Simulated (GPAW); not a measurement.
SrO:

```
Sr O
1.0
     0.00000    2.56630    2.56630
     2.56630    0.00000    2.56630
     2.56630    2.56630    0.00000
Sr O
1 1
Direct
  0.50000 0.50000 0.50000
  0.00000 0.00000 0.00000
```

Base run:

* Program: GPAW 26.7.0
* Functional: PBEsol
* Potentials or basis: PAW data sets generated in the run's folder for this functional
* Cutoff: 800 eV
* Basis: pw
* k mesh: 9 × 9 × 9
* Occupations: fermi-dirac, width 0.05 eV
* Spin: no spin polarisation

Its results: band gap on the k mesh 3.31 eV, indirect (least direct gap 3.39 eV); pressure 0.0 GPa.

Question: After a change of settings the same cell gave: band gap on the k mesh 3.55 eV, indirect (least direct gap 3.63 eV); pressure 6.7 GPa. Which change was it?
A. functional from PBEsol to BLYP
B. functional from PBEsol to PBE; potentials or basis from PAW data sets generated in the run's folder for this functional to GPAW PAW data sets (gpaw-data 1.2.1)
C. functional from PBEsol to LDA; potentials or basis from PAW data sets generated in the run's folder for this functional to the program's PAW data sets (release 1.2.1) made for this functional
D. functional from PBEsol to r2SCAN; potentials or basis from PAW data sets generated in the run's folder for this functional to GPAW PAW data sets (gpaw-data 1.2.1)

Answer: A.

BLYP binds less tightly than PBEsol, so the same cell stands under more pressure.
